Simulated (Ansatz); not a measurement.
# Elastic constants of TaN at 18 GPa (stress–strain coefficients): input and output

Computed with DFT PBE, scalar-relativistic, plane waves, PAW in Ansatz.

Launched with:
```bash
ansatz run input.yaml --threads 1 --pin off --max-ram 3072MiB --backend cpu --events-out ev --progress --plain --runs-dir out
```

Input (bare energies are in eV):
```yaml
crystal:
  lattice:
    - [0.0, 2.1732875556, 2.1732875556]
    - [2.1732875556, 0.0, 2.1732875556]
    - [2.1732875556, 2.1732875556, 0.0]
  atoms:
    - { symbol: Ta, position: [0.5, 0.5, 0.5] }
    - { symbol: "N", position: [0.0, 0.0, 0.0] }
basis:
  ecutwfc: 420
kpoints:
  mp_grid: { grid: [16, 16, 16] }
hamiltonian:
  xc: pbe
scf:
  occupations: { method: fermi_dirac, width: 0.15 }
output:
  forces: true
  stress: true
  eigenvalues: true
elastic:
  mode: relaxed_ion
  amplitude: 0.005
```

From the output:
```
--- Elastic constants: 2 strain directions × 4 members + reference (group order 48) ---
  dense FFT box of the reference and of every strained cell: 24×24×24
  strains applied: 11, 23; error gains: componentwise 1.00 (the most a stress slope's error grows in a printed constant), spectral 1.73 (1 for all six strains in a standard setting)
  C = ∂σ_k/∂η_j (tension-positive GPa; Voigt order 11 22 33 23 13 12):
       879.368    169.219    169.219     -0.000     -0.000      0.000
       169.219    879.368    169.219      0.000     -0.000     -0.000
       169.219    169.219    879.368      0.000     -0.000      0.000
        -0.000      0.000      0.000     59.231     -0.000     -0.000
        -0.000      0.000      0.000      0.000     59.231      0.000
        -0.000      0.000      0.000      0.000     -0.000     59.231
  reference stress σ⁰ (GPa):    -17.998    -17.998    -17.998     -0.000     -0.000      0.000
  C* (energy form; C + prestress term) asymmetry max|C*_kj − C*_jk| = 8.527e-14 GPa — a small one proves nothing (zero by symmetry where the batch's group is 432, −43m or m−3m); a large one is finite-difference/SCF noise where every solve ...
  moduli (Voigt/Reuss/Hill, GPa): K = 405.94/405.94/405.94   G = 177.57/88.84/133.20   E = 360.21   ν = 0.352
  mechanically stable: yes (min eigenvalue of sym C = 59.23 GPa)
  strain η (Voigt 11):  stress-route row diagonal C_11 = 879.37 GPa, energy-path curvature d²(F+E_count+ΔE)/dδ²/Ω₀ = 879.27 GPa
    cells at ±δ against ±2δ: C11 879.52 and 879.99 GPa, apart by 0.05 % of the column's largest entry
         δ    σ_11 (GPa) F (eV) n_scf n_hpsi n_pw
    -1.000e-2     -27.3260      -10317.8637704       7   86098    411   relax 0 steps, max|allowed force component| 5.08e-30 eV/Å
    -5.000e-3     -22.5275      -10317.8797241       4   73769    415   relax 0 steps, max|allowed force component| 1.34e-29 eV/Å
     5.000e-3     -13.7322      -10317.9028525       4   77354    415   relax 0 steps, max|allowed force component| 3.01e-30 eV/Å
     1.000e-2      -9.7261      -10317.9103500       6   76481    416   relax 0 steps, max|allowed force component| 7.65e-29 eV/Å
  strain η (Voigt 23):  stress-route row diagonal C_44 = 59.23 GPa, energy-path curvature d²(F+E_count+ΔE)/dδ²/Ω₀ = 68.17 GPa
    cells at ±δ against ±2δ: C44 59.36 and 59.74 GPa, apart by 0.64 % of the column's largest entry
         δ    σ_23 (GPa) F (eV) n_scf n_hpsi n_pw
    -1.000e-2      -0.5974      -10317.8922511       7  174151    415   relax 0 steps, max|allowed force component| 3.04e-29 eV/Å
    -5.000e-3      -0.2968      -10317.8925823       3  124603    415   relax 0 steps, max|allowed force component| 7.97e-29 eV/Å
     5.000e-3       0.2968      -10317.8925823       3  121483    415   relax 0 steps, max|allowed force component| 4.94e-29 eV/Å
     1.000e-2       0.5974      -10317.8922511       6  143532    415   relax 0 steps, max|allowed force component| 6.93e-29 eV/Å
```

The run took 83 s on 1 thread of AMD EPYC 7R43 64-Core Processor (Zen 3), with other jobs on the host, peak memory 0.53 GiB.

In a metal, frequencies and elastic constants depend on the k mesh and the smearing, soft modes and shear constants most. Spin–orbit coupling is left out, which can shift energies with elements as heavy as these. Other phases may be more stable at this pressure.

This rock-salt form isn't the usual stable structure of the compound at low pressure.